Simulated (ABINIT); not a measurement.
# Al2Au (Fm-3m) in ABINIT: single point with LDA

Aim: the single point of Al2Au with LDA.

Everything below comes from runs of ABINIT 10.8.3 (patched build). Logs are shortened: lines on timing, memory, paths and dates and some standing lists are left out, and cuts for length are marked. The log counts tension as positive stress, the text compression.

## (1) The crystal as given

Symmetry: Fm-3m, No. 225, cubic system. The conventional cell has a = 6.000 Å, b = 6.000 Å, c = 6.000 Å, α = 90.00°, β = 90.00°, γ = 90.00°. Around Au (site symmetry m-3m) lie 8 Al at 2.60 Å. Al (site symmetry -43m) has 4 Au at 2.60 Å as nearest neighbours.

## (2) Single point, LDA

run.abi

```
# Pseudopotentials
pp_dirpath "./"
pseudos "Au_sc.hgh, Al.hgh"

# Structure
acell 8.0174289438 8.0174289438 8.0174289438
rprim
     0.0000000000     0.7071067812     0.7071067812
     0.7071067812     0.0000000000     0.7071067812
     0.7071067812     0.7071067812     0.0000000000
ntypat 2
znucl 79 13
natom 3
typat 1 2 2
xred
     0.0000000000     0.0000000000     0.0000000000
     0.7500000000     0.7500000000     0.7500000000
     0.2500000000     0.2500000000     0.2500000000

# Plane-wave basis
ecut 734.707429 eV

# k points
kptopt 1
ngkpt 6 6 6
nshiftk 1
shiftk 0.0 0.0 0.0

# Exchange and correlation
ixc 7

# Bands and occupations
nband 13
occopt 3
tsmear 0.05 eV

# SCF cycle
nstep 100
tolvrs 1.0e-10

# Output
iomode 3
prtwf 0
prtden 0
prteig 0
prtebands 0
prtvol 2
```

Potentials or basis: HGH LDA semicore.

The run is started by

```sh
> abinit run.abi > log 2>&1
```

run.abo:

```text
.Version 10.8.3 of ABINIT
 Symmetries : space group Fm -3 m (#225); Bravais cF (face-center cubic)
================================================================================
 Values of the parameters that define the memory need of the present run
     intxc =       0    ionmov =       0      iscf =       7    lmnmax =       6
     lnmax =       6     mgfft =      40  mpssoang =       3    mqgrid =    3001
     natom =       3  nloc_mem =       1    nspden =       1   nspinor =       1
    nsppol =       1      nsym =      48    n1xccc =       0    ntypat =       2
    occopt =       3   xclevel =       1
       mpw =        2457          nfft =       64000          nkpt =          16
================================================================================
================================================================================

--------------------------------------------------------------------------------
------------- Echo of variables that govern the present computation ------------
--------------------------------------------------------------------------------
 -outvars: echo values of preprocessed input variables --------
            acell      8.0174289438E+00  8.0174289438E+00  8.0174289438E+00 Bohr
              amu      1.96966540E+02  2.69815390E+01
             ecut      2.70000000E+01 Hartree
              ixc           7
         kptrlatt        6    0    0      0    6    0      0    0    6
          kptrlen      4.81045737E+01
            natom           3
            nband          13
            ngfft          40      40      40
             nkpt          16
            nstep         100
             nsym          48
           ntypat           2
           occopt           3
           prtden           0
        prtebands           0
           prteig           0
           prtvol           2
            prtwf           0
            rprim      0.0000000000E+00  7.0710678120E-01  7.0710678120E-01
                       7.0710678120E-01  0.0000000000E+00  7.0710678120E-01
                       7.0710678120E-01  7.0710678120E-01  0.0000000000E+00
          spgroup         225
           tolvrs      1.00000000E-10
           tsmear      1.83746611E-03 Hartree
            typat      1  2  2
           xangst      0.0000000000E+00  0.0000000000E+00  0.0000000000E+00
                       4.4999999970E+00  4.4999999970E+00  4.4999999970E+00
                       1.4999999990E+00  1.4999999990E+00  1.4999999990E+00
            xcart      0.0000000000E+00  0.0000000000E+00  0.0000000000E+00
                       8.5037675609E+00  8.5037675609E+00  8.5037675609E+00
                       2.8345891870E+00  2.8345891870E+00  2.8345891870E+00
             xred      0.0000000000E+00  0.0000000000E+00  0.0000000000E+00
                       7.5000000000E-01  7.5000000000E-01  7.5000000000E-01
                       2.5000000000E-01  2.5000000000E-01  2.5000000000E-01
            znucl       79.00000   13.00000

[... 204 lines left out ...]
  -0.14682   -0.02112   -0.01422   -0.01422    0.01705    0.01705    0.21691    0.30182
   0.30182    0.32177    0.40303    0.40303    0.41571
      occupation numbers for kpt#   2
   2.00000    2.00000    2.00000    2.00000    2.00000    2.00000    1.97628    0.00000
   0.00000    0.00000    0.00000    0.00000    0.00000
 kpt#   3, nband= 13, wtk=  0.03704, kpt=  0.3333  0.0000  0.0000 (reduced coord)
  -0.11162   -0.02460   -0.00959   -0.00959    0.01893    0.01893    0.09763    0.26065
   0.26065    0.33773    0.37957    0.38060    0.38060
      occupation numbers for kpt#   3
   2.00000    2.00000    2.00000    2.00000    2.00000    2.00000    2.00000    0.00000
[... 64 lines left out ...]
      occupation numbers for kpt#  14
   2.00000    2.00000    2.00000    2.00000    2.00000    2.00000    2.00000    2.00000
   2.00000    0.00000    0.00000    0.00000    0.00000
 kpt#  15, nband= 13, wtk=  0.11111, kpt= -0.3333  0.3333  0.1667 (reduced coord)
  -0.05290   -0.02962   -0.00512    0.00553    0.00930    0.02666    0.05983    0.11796
   0.17555    0.35303    0.37662    0.44192    0.46827
      occupation numbers for kpt#  15
   2.00000    2.00000    2.00000    2.00000    2.00000    2.00000    2.00000    2.00000
   2.00000    0.00000    0.00000    0.00000    0.00000
 kpt#  16, nband= 13, wtk=  0.05556, kpt= -0.3333  0.5000  0.1667 (reduced coord)
  -0.03836   -0.02388   -0.02036    0.01214    0.01283    0.03461    0.05144    0.10979
   0.14841    0.33280    0.36543    0.43790    0.49519
      occupation numbers for kpt#  16
   2.00000    2.00000    2.00000    2.00000    2.00000    2.00000    2.00000    2.00000
   2.00000    0.00000    0.00000    0.00000    0.00000
 Total charge density [el/Bohr^3]
)     Maximum=    4.8016E-01  at reduced coord.    0.1000    0.9000    0.9250
)Next maximum=    4.8016E-01  at reduced coord.    0.0750    0.9000    0.9250
)     Minimum=    2.5866E-07  at reduced coord.    0.0000    0.0000    0.0000
)Next minimum=    1.5887E-04  at reduced coord.    0.2500    0.2500    0.2500
   Integrated=    1.7000E+01

--- !EnergyTerms
iteration_state     : {dtset: 1, }
comment             : Components of total free energy in Hartree
kinetic             :  2.47755395605747E+01
hartree             :  8.64476400229942E+00
xc                  : -6.81353735721850E+00
Ewald energy        : -3.36365570969544E+01
psp_core            :  2.09255932920900E+00
local_psp           : -1.63902256909150E+01
non_local_psp       : -1.62332651067982E+01
internal            : -3.75607223598030E+01
'-kT*entropy'       : -4.12235187818354E-04
total_energy        : -3.75611345949908E+01
total_energy_eV     : -1.02209054130157E+03
band_energy         :  5.30817493766562E-01
...

 Cartesian components of stress tensor (hartree/bohr^3)
  sigma(1 1)=  8.06755385E-05  sigma(3 2)=  0.00000000E+00
  sigma(2 2)=  8.06755385E-05  sigma(3 1)=  0.00000000E+00
  sigma(3 3)=  8.06755385E-05  sigma(2 1)=  0.00000000E+00

-Cartesian components of stress tensor (GPa)         [Pressure= -2.3736E+00 GPa]
- sigma(1 1)=  2.37355629E+00  sigma(3 2)=  0.00000000E+00
- sigma(2 2)=  2.37355629E+00  sigma(3 1)=  0.00000000E+00
- sigma(3 3)=  2.37355629E+00  sigma(2 1)=  0.00000000E+00

== END DATASET(S) ==============================================================
================================================================================

 -outvars: echo values of variables after computation  --------
            acell      8.0174289438E+00  8.0174289438E+00  8.0174289438E+00 Bohr
           etotal     -3.7561134595E+01
            fcart     -0.0000000000E+00 -0.0000000000E+00 -0.0000000000E+00
                      -0.0000000000E+00 -0.0000000000E+00 -0.0000000000E+00
                      -0.0000000000E+00 -0.0000000000E+00 -0.0000000000E+00
            rprim      0.0000000000E+00  7.0710678120E-01  7.0710678120E-01
                       7.0710678120E-01  0.0000000000E+00  7.0710678120E-01
                       7.0710678120E-01  7.0710678120E-01  0.0000000000E+00
           strten      8.0675538500E-05  8.0675538500E-05  8.0675538500E-05
                       0.0000000000E+00  0.0000000000E+00  0.0000000000E+00
           xangst      0.0000000000E+00  0.0000000000E+00  0.0000000000E+00
                       4.4999999970E+00  4.4999999970E+00  4.4999999970E+00
                       1.4999999990E+00  1.4999999990E+00  1.4999999990E+00
             xred      0.0000000000E+00  0.0000000000E+00  0.0000000000E+00
                       7.5000000000E-01  7.5000000000E-01  7.5000000000E-01
                       2.5000000000E-01  2.5000000000E-01  2.5000000000E-01
 Calculation completed.
```

Wall time 17 s (1 thread of Arm Neoverse V1, shared host); peak memory 0.07 GiB.

Results:

```yaml
Free_energy: -1022.0905 eV
Pressure: -2.4 GPa
Band_gap_on_the_k_mesh: none (metal or under the smearing width)
Valence_electrons_inside_the_program's_atomic_spheres: Au 7.68; Al 0.88
```

Levels at points of the mesh, in eV from the Fermi level:
```tsv
k point	band 5	band 6	band 7	band 8	band 9	band 10	band 11	band 12	band 13
(0.00, 0.00, 0.00)	-5.65	-5.65	2.28	3.11	3.11	3.11	4.09	4.09	4.09
(0.50, 0.00, 0.00)	-5.53	-5.53	-5.44	0.49	0.49	3.41	3.64	4.00	4.00
(0.50, 0.50, 0.00)	-5.79	-5.35	-5.00	-2.00	-2.00	1.36	2.24	8.08	9.82
```

Caveat: HGH potentials are hard and often keep d shells in the core, so these values are rough.
